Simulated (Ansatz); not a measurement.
Crystal: Bi2Te2Se.

```
Bi Te Se
1.0
     2.16097    1.24764   10.58557
    -2.16097    1.24764   10.58557
     0.00000   -2.49527   10.58557
Bi Te Se
2 2 1
Direct
  0.39172 0.39172 0.39172
  0.60828 0.60828 0.60828
  0.78040 0.78040 0.78040
  0.21960 0.21960 0.21960
  0.00000 0.00000 0.00000
```

The cell is a database's computed one.

```yaml
Program: Ansatz 0.2.0
Task: relaxation of cell and atoms
Functional: PBEsol
Dispersion: D3(BJ)-ATM
Potentials_or_basis: Ansatz PAW
Cutoff: "420 eV (not typed: the program's choice for these potentials)"
k_mesh: 7 × 7 × 7
Occupations: fermi-dirac, width 0.05 eV
Spin: no spin polarisation
```

At the start: volume 34.25 Å³/atom.

Where does the relaxation end?

It ends after 7 steps and the volume is 30.15 Å³/atom (-12.0 %); space group R-3m (No. 166, to 0.05 Å).

Step by step:
| step | energy change (eV) | largest force (eV/Å) | volume (Å³) |
| --- | --- | --- | --- |
| 1 | 0.0000 | 0.0614 | 171.24 |
| 2 | -0.2027 | 0.1804 | 150.30 |
| 3 | -0.2468 | 0.0576 | 148.35 |
| 4 | -0.2576 | 0.0428 | 152.58 |
| 5 | -0.2613 | 0.0026 | 150.59 |
| 6 | -0.2614 | 0.0025 | 150.74 |
| 7 | -0.2584 | 0.0023 | 150.74 |

Final structure:
```yaml
crystal:
  lattice:
    - [2.11908, 1.22345, 9.69021]
    - [-2.11908, 1.22345, 9.69021]
    - [0.00000, -2.44691, 9.69021]
  atoms:
    - { symbol: Bi, position: [0.39539, 0.39539, 0.39539] }
    - { symbol: Bi, position: [0.60461, 0.60461, 0.60461] }
    - { symbol: Te, position: [0.78968, 0.78968, 0.78968] }
    - { symbol: Te, position: [0.21032, 0.21032, 0.21032] }
    - { symbol: Se, position: [0.00000, 0.00000, 0.00000] }
```

Caveat: the plane-wave basis is chosen anew once the cell has moved, so the energies of steps on either side of that aren't comparable; the PAW data sets come from PBE, with cores solved anew for the run's functional, which leaves a small shift of forces and pressure.
